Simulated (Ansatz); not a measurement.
# Be: pressure up to the limit of the methods

The task here is to estimate one member of a computed series from the others.

Computed with Ansatz 0.2.0 (DFT PBE, with the methods named in each step, unless a step's input says otherwise).

## Starting point

The structure is hexagonal, space group P6/mmm (No. 191). The conventional cell has a = 3.570 Å, b = 3.570 Å, c = 2.192 Å, α = 90.00°, β = 90.00°, γ = 120.00°. Around Be (site symmetry 6/mmm) lie 14 Be at 2.19 to 2.33 Å. Be (site symmetry -6m2) has 11 Be at 2.06 to 2.33 Å as nearest neighbours.

Structure file:

```
Be
1.0
     3.57040    0.00000    0.00000
    -1.78520    3.09206    0.00000
     0.00000    0.00000    2.19181
Be
3
Direct
  0.00000 0.00000 0.00000
  0.33333 0.66667 0.50000
  0.66667 0.33333 0.50000
```

Whether this phase is the stable one at these pressures isn't tested.

Atoms are numbered in the order of the input: Be1, Be2, Be3.

The first run:

input.yaml reads:

```yaml
crystal:
  lattice:
    - [3.5704024111, 0.0, 0.0]
    - [-1.7852012055, 3.0920591897, 0.0]
    - [0.0, 0.0, 2.1918117984]
  atoms:
    - { symbol: Be, position: [0.0, 0.0, 0.0] }
    - { symbol: Be, position: [0.3333333333, 0.6666666667, 0.5] }
    - { symbol: Be, position: [0.6666666667, 0.3333333333, 0.5] }
kpoints:
  mp_grid: { grid: [10, 10, 14] }
  band_path:
    path:
      - [0.0, 0.0, 0.0]
      - [0.5, 0.0, 0.0]
      - [0.3333333333, 0.3333333333, 0.0]
      - [0.0, 0.0, 0.0]
      - [0.0, 0.0, 0.5]
      - [0.5, 0.0, 0.5]
      - [0.3333333333, 0.3333333333, 0.5]
      - [0.0, 0.0, 0.5]
      - [0.5, 0.0, 0.5]
    npoints: 14
scf:
  occupations: { method: fermi_dirac, width: 0.08 }
hamiltonian:
  xc: pbe
  pseudopotentials: { kind: all_electron, lapw: { basis_error: 0.001 } }
output:
  forces: true
  stress: true
  eigenvalues: true
  populations: true
  dos: { projected: true, de: 0.2, e_range: [-14, 8] }
```

Command:

```console
$ ansatz run input.yaml --threads 1 --pin off --max-ram 3072MiB --backend cpu --events-out ev --progress --plain --runs-dir out
```

Among the steps run: The reference volume, LAPW; Volume scaled by 1, crystal datasets; Volume scaled by 1, norm-conserving; Volume scaled by 0.92, LAPW; Volume scaled by 0.84, LAPW; Volume scaled by 0.84, crystal datasets; Volume scaled by 0.6, LAPW; Volume scaled by 0.6, crystal datasets; Volume scaled by 0.45, LAPW; Volume scaled by 0.45, crystal datasets; Volume scaled by 0.45, norm-conserving.

One table of the session follows, with a row left open; its other results are not shown here.

| method | volume over the first | volume (Å³/atom) | pressure (GPa) |
| --- | --- | --- | --- |
| LAPW | 1 | 8.066 | -0.01 |
| LAPW | 0.92 | 7.421 | 10.85 |
| LAPW | 0.84 | 6.775 | 26.31 |
| LAPW | 0.6 | 4.839 | 136.18 |
| LAPW | 0.45 | 3.630 | 344.03 |
| PAW | 1 | 8.066 | 0.01 |
| PAW | 0.92 | 7.421 | 10.90 |
| PAW | 0.84 | 6.775 | 26.40 |
| PAW | 0.6 | 4.839 | 136.57 |
| PAW | 0.45 | 3.630 | 344.76 |
| PAW (level accurate) | 0.45 | 3.630 | 343.97 |
| crystal datasets | 1 | 8.066 | -0.02 |
| crystal datasets | 0.84 | 6.775 | 26.30 |
| crystal datasets | 0.6 | 4.839 | 136.17 |
| crystal datasets | 0.45 | ? | ? |
| norm-conserving | 1 | 8.066 | 0.23 |
| norm-conserving | 0.45 | 3.630 | 348.57 |

Q: Estimate the row for crystal datasets, 0.45 from the others.

As computed: volume (Å³/atom): 3.630; pressure (GPa): 344.01.

To keep in mind: Rows by PAW come from runs of the same series that aren't printed here. Warnings in the runs' records: crystal datasets made.
